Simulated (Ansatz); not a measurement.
# Si2Ni (Fm-3m) in Ansatz: relaxation of cell and atoms with LDA

Aim: the relaxation of cell and atoms of Si2Ni with LDA.

Program: Ansatz 0.2.0. These are calculated values, not measurements. Logs are shortened: lines on timing, memory, paths and dates and some standing lists are left out, and cuts for length are marked.

## 1. Starting point

Symmetry: Fm-3m, No. 225, cubic system. The conventional cell has a = 5.406 Å, b = 5.406 Å, c = 5.406 Å, α = 90.00°, β = 90.00°, γ = 90.00°. Around Ni (site symmetry m-3m) lie 8 Si at 2.34 Å. Si (site symmetry -43m) has 4 Ni at 2.34 Å as nearest neighbours.

## 2. Relaxation of cell and atoms, LDA, collinear spin, ferromagnetic start

input.yaml reads:

```yaml
crystal:
  lattice:
    - [0.0, 2.703, 2.703]
    - [2.703, 0.0, 2.703]
    - [2.703, 2.703, 0.0]
  atoms:
    - { symbol: Ni, position: [0.0, 0.0, 0.0], spin: 1.0 }
    - { symbol: Si, position: [0.75, 0.75, 0.75] }
    - { symbol: Si, position: [0.25, 0.25, 0.25] }
hamiltonian:
  xc: lda
  pseudopotentials: { kind: paw }
magnetization:
  spin_polarized: true
kpoints:
  mp_grid: { grid: [9, 9, 9] }
scf:
  occupations: { method: fermi_dirac, width: 0.05 }
output:
  forces: true
  stress: true
relax:
  f_tol: 0.01
  max_steps: 40
  cell: { stress_tol: 0.05 }
```

Potentials or basis: Ansatz PAW.

Started as:

```console
$ ansatz run input.yaml --threads 2 --pin off --max-ram 5632MiB --backend cpu --events-out ev --progress --plain --runs-dir out
```

Log:

```text
Warning: RAYON_NUM_THREADS=2 ignored (pool sized by the plan → 2); use --threads N
Engine: ansatz 0.2.0, x86_64-unknown-linux-gnu
Pseudopotentials: kind: paw
Pseudopotential: Ni, paw, valence charge 18, recommended cutoff 420 eV (normal), Ni.paw.azcp
Pseudopotential: Si, paw, valence charge 4, recommended cutoff 420 eV (normal), Si.paw.azcp
Functional definition: SPW92
  exchange = slater_x
  correlation = pw_c
Crystal: 3 atoms, lattice volume = 39.497 Å³
Basis set: ecut = 420 eV, 749 PW (Γ)
Bands: 18, of which v1, the nominal top of the filled ones, is band 13 counted from 1 (12 counted from 0)
Symmetry: 48 space group operations
Space group: Fm-3m (ITA 225), of the structure as read, at distance tolerance 3.4e-5 Å
Magnetic group: BNS 225.116 (UNI 1618), of the structure as read, at distance tolerance 3.4e-5 Å
k-points: 35 of 729
Non-local potential: Ni, projectors of the file, l = 0: 3, l = 1: 2, l = 2: 3, l = 3: 1
Non-local potential: Si, projectors of the file, l = 0: 2, l = 1: 2, l = 2: 2
PAW form: soft (Blöchl's): semilocal exchange-correlation on the pseudo side does not see the compensation charge
PAW frozen core: Ni, regenerated for the run's functional, and the local potential with it (the file was generated under x = pbe(κ = 0.804, μ = 0.2195149727645171), c = pbe(β = 0.06672455060314922))
PAW frozen core: Si, regenerated for the run's functional, and the local potential with it (the file was generated under x = pbe(κ = 0.804, μ = 0.2195149727645171), c = pbe(β = 0.06672455060314922))
PAW one-centre angular grid: Ni, 590 points (default); XC on 64 Gauss nodes
PAW one-centre angular grid: Si, 110 points (default); XC on 64 Gauss nodes
Initial density: superposition of atomic densities (chi_scale 0.1, normalization cell)
Starting moments: Σ|m| = 1 μB on 1 of 3 sites
Initial wavefunctions: pseudopotential atomic-orbital guess
Functional: x = slater, c = lda
SCF iter   1: F=—  HF=-6990.686150 eV  |F-HF|=—  |Δ(HF+E_count)|=         —  Δρ=7.50e-2 (↑7.50e-2 ↓3.06e-2)  dr2=1.65e0  dr2_m=5.46e-1  M=0.191 μB ∫|m|=0.621 μB  β_m=0.30  ethr=3.10e-3  ⟨swp⟩=5.8  Hψ=6195  notcnv=0
Mixer restart at iter 1: flushing history
preconditioner: auto → Kerker (q_TF=auto, 2.545 Å⁻¹)  [metal: Δε(μ)=0.020 eV  Ē_g=8.775 eV  σ=0.050 eV  W_gap=0.10  n_scr=14 (ndim 8)  ℏωp=25.1 eV  f_vac=0.000  D(μ)=0.83/eV (n_scr^D=0)]
spin=Collinear: Kerker preconditioning applied to the charge; magnetization (m = ρ↑ − ρ↓) channel mixes plain (no charge-response kernel on spin).
SCF iter   2: F=—  HF=-6990.305679 eV  |F-HF|=—  |Δ(HF+E_count)|=   3.80e-1  Δρ=5.35e-2 (↑2.35e-2 ↓5.35e-2)  dr2=1.26e0  dr2_m=3.96e-1  M=0.223 μB ∫|m|=0.450 μB  β_m=0.37  ethr=3.10e-3  ⟨swp⟩=2.0  Hψ=2605  notcnv=0  defer=17
SCF iter   3: F=—  HF=-6991.218390 eV  |F-HF|=—  |Δ(HF+E_count)|=   9.13e-1  Δρ=3.79e-2 (↑2.43e-2 ↓3.79e-2)  dr2=6.85e-1  dr2_m=2.71e-1  M=0.202 μB ∫|m|=0.356 μB  β_m=0.29  ethr=3.10e-3  ⟨swp⟩=2.2  Hψ=1903  notcnv=0  defer=8
SCF iter   4: F=—  HF=-6991.925527 eV  |F-HF|=—  |Δ(HF+E_count)|=   7.07e-1  Δρ=2.19e-2 (↑1.70e-2 ↓2.19e-2)  dr2=2.42e-1  dr2_m=1.10e-1  M=0.141 μB ∫|m|=0.214 μB  β_m=0.58  ethr=2.63e-3  ⟨swp⟩=2.3  Hψ=2293  notcnv=0  defer=14
SCF iter   5: F=—  HF=-6991.979623 eV  |F-HF|=—  |Δ(HF+E_count)|=         —  Δρ=1.25e-2 (↑1.25e-2 ↓1.06e-2)  dr2=1.31e-1  dr2_m=8.46e-4  M=0.006 μB ∫|m|=0.014 μB  β_m=0.58  ethr=9.32e-4  ⟨swp⟩=3.3  Hψ=2571  notcnv=0  defer=15
Mixer restart at iter 5: flushing history
SCF iter   6: F=—  HF=-6992.077540 eV  |F-HF|=—  |Δ(HF+E_count)|=   9.79e-2  Δρ=6.98e-3 (↑5.71e-3 ↓6.98e-3)  dr2=3.01e-2  dr2_m=2.27e-4  M=0.003 μB ∫|m|=0.007 μB  β_m=0.49  ethr=5.04e-4  ⟨swp⟩=2.6  Hψ=2848  notcnv=0  defer=13
SCF iter   7: F=—  HF=-6992.055642 eV  |F-HF|=—  |Δ(HF+E_count)|=   2.19e-2  Δρ=6.67e-3 (↑6.67e-3 ↓5.87e-3)  dr2=4.72e-2  dr2_m=1.39e-4  M=0.002 μB ∫|m|=0.006 μB  β_m=0.56  ethr=1.16e-4  ⟨swp⟩=2.1  Hψ=2447  notcnv=0  defer=13
SCF iter   8: F=—  HF=-6992.065745 eV  |F-HF|=—  |Δ(HF+E_count)|=   1.01e-2  Δρ=1.37e-3 (↑1.37e-3 ↓1.16e-3)  dr2=2.42e-3  dr2_m=1.69e-5  M=0.001 μB ∫|m|=0.002 μB  β_m=0.59  ethr=1.16e-4  ⟨swp⟩=2.1  Hψ=2099  notcnv=0  defer=13
SCF iter   9: F=—  HF=-6992.066057 eV  |F-HF|=—  |Δ(HF+E_count)|=   3.12e-4  Δρ=6.51e-4 (↑6.51e-4 ↓5.42e-4)  dr2=5.64e-4  dr2_m=4.88e-6  M=0.000 μB ∫|m|=0.001 μB  β_m=0.79  ethr=9.29e-6  ⟨swp⟩=1.2  Hψ=1684  notcnv=0  defer=12
SCF iter  10: F=—  HF=-6992.066164 eV  |F-HF|=—  |Δ(HF+E_count)|=   1.07e-4  Δρ=4.96e-5 (↑4.28e-5 ↓4.96e-5)  dr2=4.39e-6  dr2_m=5.83e-8  M=0.000 μB ∫|m|=0.000 μB  β_m=0.90  ethr=2.17e-6  ⟨swp⟩=2.2  Hψ=1744  notcnv=0  defer=12
SCF iter  11: F=—  HF=-6992.066166 eV  |F-HF|=—  |Δ(HF+E_count)|=   1.29e-6  Δρ=3.80e-5 (↑3.65e-5 ↓3.80e-5)  dr2=1.85e-6  dr2_m=3.56e-10  M=0.000 μB ∫|m|=0.000 μB  β_m=0.95  ethr=1.69e-8  ⟨swp⟩=2.0  Hψ=1886  notcnv=0  defer=12
SCF iter  12: F=—  HF=-6992.066165 eV  |F-HF|=—  |Δ(HF+E_count)|=   1.26e-7  Δρ=3.00e-6 (↑2.72e-6 ↓3.00e-6)  dr2=1.87e-8  dr2_m=2.60e-11  M=0.000 μB ∫|m|=0.000 μB  β_m=0.96  ethr=7.12e-9  ⟨swp⟩=2.2  Hψ=1630  notcnv=0  defer=12
[... 52 lines left out ...]
SCF iter   1: F=—  HF=-6992.081318 eV  |F-HF|=—  |Δ(HF+E_count)|=         —  Δρ=8.08e-5 (↑8.08e-5 ↓8.08e-5)  dr2=5.98e-6  dr2_m=5.14e-14  M=0.000 μB ∫|m|=0.000 μB  β_m=0.65  ethr=1.49e-7  ⟨swp⟩=3.0  Hψ=9808  notcnv=0
preconditioner: auto → none  [metal: Δε(μ)=0.052 eV  Ē_g=9.113 eV  σ=0.050 eV  W_gap=0.25  n_scr=8 (ndim 8)  ℏωp=25.4 eV  f_vac=0.000  D(μ)=0.99/eV (n_scr^D=8)]
SCF iter   2: F=—  HF=-6992.081319 eV  |F-HF|=—  |Δ(HF+E_count)|=   4.25e-7  Δρ=1.22e-4 (↑1.22e-4 ↓1.22e-4)  dr2=1.56e-5  dr2_m=2.05e-14  M=0.000 μB ∫|m|=0.000 μB  β_m=0.30  ethr=2.30e-8  ⟨swp⟩=2.0  Hψ=2107  notcnv=0  recentre
SCF iter   3: F=—  HF=-6992.081316 eV  |F-HF|=—  |Δ(HF+E_count)|=   2.30e-6  Δρ=1.97e-5 (↑1.97e-5 ↓1.97e-5)  dr2=2.43e-7  dr2_m=6.37e-15  M=0.000 μB ∫|m|=0.000 μB  β_m=0.40  ethr=2.30e-8  ⟨swp⟩=3.0  Hψ=2286  notcnv=0
SCF iter   4: F=—  HF=-6992.081317 eV  |F-HF|=—  |Δ(HF+E_count)|=   6.95e-7  Δρ=1.04e-5 (↑1.04e-5 ↓1.04e-5)  dr2=1.68e-7  dr2_m=1.02e-15  M=0.000 μB ∫|m|=0.000 μB  β_m=0.70  ethr=9.34e-10  ⟨swp⟩=1.0  Hψ=1260  notcnv=0
SCF iter   5: F=—  HF=-6992.081318 eV  |F-HF|=—  |Δ(HF+E_count)|=   5.45e-7  Δρ=7.47e-6 (↑7.47e-6 ↓7.46e-6)  dr2=7.09e-8  dr2_m=5.99e-15  M=0.000 μB ∫|m|=0.000 μB  β_m=0.85  ethr=6.47e-10  ⟨swp⟩=2.1  Hψ=1861  notcnv=0
SCF iter   6: F=—  HF=-6992.081318 eV  |F-HF|=—  |Δ(HF+E_count)|=   1.91e-7  Δρ=4.12e-6 (↑4.12e-6 ↓4.12e-6)  dr2=2.03e-8  dr2_m=2.63e-16  M=0.000 μB ∫|m|=0.000 μB  β_m=0.92  ethr=2.73e-10  ⟨swp⟩=2.2  Hψ=1968  notcnv=0
SCF iter   7: F=—  HF=-6992.081318 eV  |F-HF|=—  |Δ(HF+E_count)|=   2.89e-8  Δρ=3.93e-7 (↑3.93e-7 ↓3.88e-7)  dr2=1.78e-10  dr2_m=2.71e-15  M=0.000 μB ∫|m|=0.000 μB  β_m=0.92  ethr=7.80e-11  ⟨swp⟩=2.6  Hψ=2307  notcnv=0
SCF iter   8: F=—  HF=-6992.081318 eV  |F-HF|=—  |Δ(HF+E_count)|=  1.64e-10  Δρ=6.43e-9 (↑5.92e-9 ↓6.43e-9)  dr2=4.88e-14  dr2_m=6.53e-17  M=-0.000 μB ∫|m|=0.000 μB  β_m=0.96  ethr=1.00e-12  ⟨swp⟩=2.2  Hψ=2080  notcnv=0
SCF iter   9: F=-6992.081318 eV  HF=-6992.081318 eV  |F-HF|=2.73e-12  |Δ(HF+E_count)|=    0.00e0  Δρ=6.81e-8 (↑6.81e-8 ↓6.79e-8)  dr2=5.38e-12  dr2_m=4.19e-18  M=-0.000 μB ∫|m|=0.000 μB  ethr=1.00e-12  ⟨swp⟩=3.6  Hψ=4659  notcnv=0
the starting moments were not kept: the SCF closed with an absolute magnetisation of 4.1e-10 μB, where they sum to 1 μB in size (1 site). That is at most 0.1 of that sum. Measured as dr2_m measures the in/out step, that magnetisation stands 3.9e-19 eV from none, at or under the dr2_threshold of 3.0e-11 eV: it is no larger than a step whose dr2_m would equal this threshold.
SCF 5 converged in 9 iterations: F = -6992.081318 eV  dr2 = 5.38e-12
relax step   5: F+E_penalty+E_count = -6992.08131776 eV  Δ(F+E_penalty+E_count) = +4.950e-4 eV  max|allowed force component| = 1.010e-16 eV/Å  Δτ_max = 0.0000 Å  P = -0.009 GPa  Ω = 38.402 Å³  stress off target by 9.16e-3 GPa  SCF on the basis re-selected at this cell (its energy is not comparable with the rows above)  (9 SCF iters)
basis re-selected at this cell: Δ(F+E_penalty+E_count) = +4.950e-4 eV, ΔP = -0.011 GPa vs the last step (what re-selecting the basis moved, of the pressure what is left beyond the Pulay correction that the steps carried, after the strain that the cell walked since its last selection, with what the two solves' SCF thresholds leave and, on support functions, any second-order correction that the steps lacked; it is no measure of the basis error at this ecutwfc). This SCF's stress stands 9.16e-3 GPa from its target on what of the cell is left free (relax.cell.stress_tol is 5.00e-2 GPa) and its largest allowed force component is 1.01e-16 eV/Å (relax.f_tol is 1.00e-2 eV/Å): within both
SCF converged after 9 iterations
Magnetization: -0.0000 μB (13.0000 up, 13.0000 down)
Absolute magnetization: 0.0000 μB (∫|ρ↑−ρ↓|, with the PAW one-centre terms)
Spin contamination: 0.0000 ħ² per cell (⟨S²⟩ above its minimum at these occupations)
Per-site moments (μB) at R_I (Å): [(-2.7366598274497583e-10, 0.9565943951316432), (-1.2751602656005959e-11, 0.9565943951316432), (-1.275155341164047e-11, 0.9565943951316436)]
Free energy (F): -6992.081318 eV
Harris-Foulkes:  -6992.081318 eV  (|F-HF|=2.73e-12)
Internal energy: -6992.073066 eV  (E = F + TS)
E sigma→0 (E₀):  -6992.077192 eV
Entropy (-TS):   -0.008252 eV (-2.751 meV/atom)
Fermi energy:    13.539115 eV
--- Per-component energies (eV) ---
  E_band       = -337.988609
  E_kinetic    = 373.788641
  E_local      = -4876.501898  (includes V_loc(G=0)·N_el)
  E_nonlocal   = 685.360990
  E_hartree    = 2107.592725
  E_xc         = -199.554811
  E_vxc        = -210.862815  (∫ρ·V_xc dr)
  E_paw        = -2531.695568  (= ΣΔE_a)
  E_vpaw       = -524.959275  (= ΣTr[D̂ρ^β])
  E_aug_tail   = 0.000511  (compensation charges beyond the density's cutoff)
  E_ewald      = -2551.666437
  E_core_change = 0.602782  (= ΣΔE_core)
  E_smearing   = -0.008252  (= −TS)
  E_closure    = -0.000000  (closes the sum)
  Σ components = -6992.081318   (vs F -6992.081318, Δ=0.00e0)
--- Forces (eV/Å), atoms counted from 1 ---
  atom   1  Ni     0.00000000     0.00000000    -0.00000000
  atom   2  Si    -0.00000000    -0.00000000    -0.00000000
  atom   3  Si    -0.00000000     0.00000000     0.00000000
  max |Σ_I F_I| component: 5.09e-17 eV/Å
--- Stress (GPa, compression-positive) ---
       -0.009157      -0.000000       0.000000
       -0.000000      -0.009157      -0.000000
        0.000000      -0.000000      -0.009157
  P = ⅓ Tr σ = -0.0092 GPa (-0.092 kbar)
--- Relaxed structure (4 steps of the walk, 4 accepted, 1 SCFs on fresh bases) ---
  F+E_penalty+E_count = -6992.08131776 eV   max|allowed force component| = 1.010e-16 eV/Å   (the final SCF, on the basis selected at the relaxed cell)
  cell:  # Å, volume = 38.4016 Å³
    - [3.940951808608489e-34, 2.6777698498644447, 2.6777698498644447]
    - [2.6777698498644447, 1.568419201959867e-34, 2.6777698498644447]
    - [2.6777698498644447, 2.6777698498644447, -1.99037970034984e-34]
  atoms:
    - { symbol: Ni, position: [-1.6415075303429972e-34, 7.038566576979394e-35, 2.047245638822653e-34] }
    - { symbol: Si, position: [0.7500000000000001, 0.7500000000000001, 0.7500000000000001] }
    - { symbol: Si, position: [0.25, 0.25, 0.25] }
```

Run time: 4.3 s. Hardware: 2 threads of Intel Xeon 6975P-C (Granite Rapids), shared host; peak memory 0.4 GiB.

Results:

```yaml
Free_energy: -6992.0813 eV
Relaxed_volume: 12.80 Å³/atom
Relaxed_cell: a = 3.787 Å, b = 3.787 Å, c = 3.787 Å, α = 60.00°, β = 60.00°, γ = 60.00°
Space_group_after_relaxing_to_0.05_Å: Fm-3m (No. 225)
Energy_gained_by_relaxing: 5.1 meV/atom
Ionic_steps: 5
Pressure_after_relaxing: 0.0 GPa
Net_moment: 0.00 μB per cell
Absolute_moment: 0.00 μB per cell
```

The path:
| step | energy change (eV) | largest force (eV/Å) | volume (Å³) |
| --- | --- | --- | --- |
| 1 | 0.0000 | 0.0000 | 39.50 |
| 2 | -0.0122 | 0.0000 | 38.90 |
| 3 | -0.0157 | 0.0000 | 38.38 |
| 4 | -0.0156 | 0.0000 | 38.40 |
| 5 | -0.0152 | 0.0000 | 38.40 |

Final structure:
```
Ni Si
1.0
     0.00000    2.67777    2.67777
     2.67777    0.00000    2.67777
     2.67777    2.67777    0.00000
Ni Si
1 2
Direct
  0.00000 0.00000 0.00000
  0.75000 0.75000 0.75000
  0.25000 0.25000 0.25000
```

Caveat: the plane-wave basis is chosen anew once the cell has moved, so the energies of steps on either side of that aren't comparable; the PAW data sets come from PBE, with cores solved anew for the run's functional, which leaves a small shift of forces and pressure; the starting moments weren't kept. Zero-point motion and thermal expansion aren't in these numbers.
